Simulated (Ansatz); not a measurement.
# C: the cost of one run

Computed with Ansatz 0.2.0 (DFT LDA, scalar-relativistic, plane waves, PAW, unless a step's input says otherwise).

28 further runs of the same task are left out: 28 set aside as unsound or not needed.

## Step 1: The structure to begin with

It takes space group P-3m1 (No. 164, trigonal). Conventional cell: a = 2.200 Å, b = 2.200 Å, c = 28.000 Å, α = 90.00°, β = 90.00°, γ = 120.00°. C (site symmetry 3m) has 3 C at 1.30 Å as nearest neighbours.

Structure file:

```cif
data_structure
_symmetry_space_group_name_H-M 'P-3m1'
_symmetry_Int_Tables_number 164
_cell_length_a 2.2000
_cell_length_b 2.2000
_cell_length_c 28.0000
_cell_angle_alpha 90.000
_cell_angle_beta 90.000
_cell_angle_gamma 120.000
_cell_volume 117.36
loop_
_atom_site_label
_atom_site_type_symbol
_atom_site_symmetry_multiplicity
_atom_site_Wyckoff_symbol
_atom_site_fract_x
_atom_site_fract_y
_atom_site_fract_z
_atom_site_occupancy
C1 C 2 d 0.33333 0.66667 0.50511 1
```

This is the geometry of the first run shown, built on a cell relaxed beforehand with the same method.

## Step 2: Plan of the line

Atoms count from 1 in the order of the input.

The lattice constant and the buckling of a sheet are varied, nothing relaxed.

The axes are (1) lattice constant a of the sheet (both vectors scaled alike): 8 values from 2.200 to 2.640 Å; (2) buckling: height of C1 above C2: 8 values from 0.000 to 1.000 Å.

Nothing else is relaxed. Points are written as (first, second).

## Step 3: The run at (2.200 Å, 0.286 Å)

Along c the cell is not periodic, so the sheet has no images above or below.

Input file input.yaml:

```yaml
crystal:
  lattice:
    - [2.2, 0.0, 0.0]
    - [-1.1, 1.9052558883, 0.0]
    - [0.0, 0.0, 28.0]
  atoms:
    - { symbol: C, position: [0.3333333333, 0.6666666667, 0.5051071429] }
    - { symbol: C, position: [0.6666666667, 0.3333333333, 0.4948928571] }
  periodic: [true, true, false]
basis:
  ecutwfc: 420
kpoints:
  mp_grid: { grid: [21, 21, 1] }
hamiltonian:
  xc: lda
scf:
  occupations: { method: gaussian, width: 0.1 }
output:
  forces: true
  stress: true
  eigenvalues: true
```

Run with:

```console
> ansatz run input.yaml --threads 1 --pin off --max-ram 3072MiB --backend cpu --events-out ev --progress --plain --runs-dir out
```

What time and memory should one allow on 1 thread of Intel Xeon Platinum 8259CL at 2.50GHz (Skylake/Cascade Lake), shared host?

About 3.6 s, with a peak of 0.47 GiB.
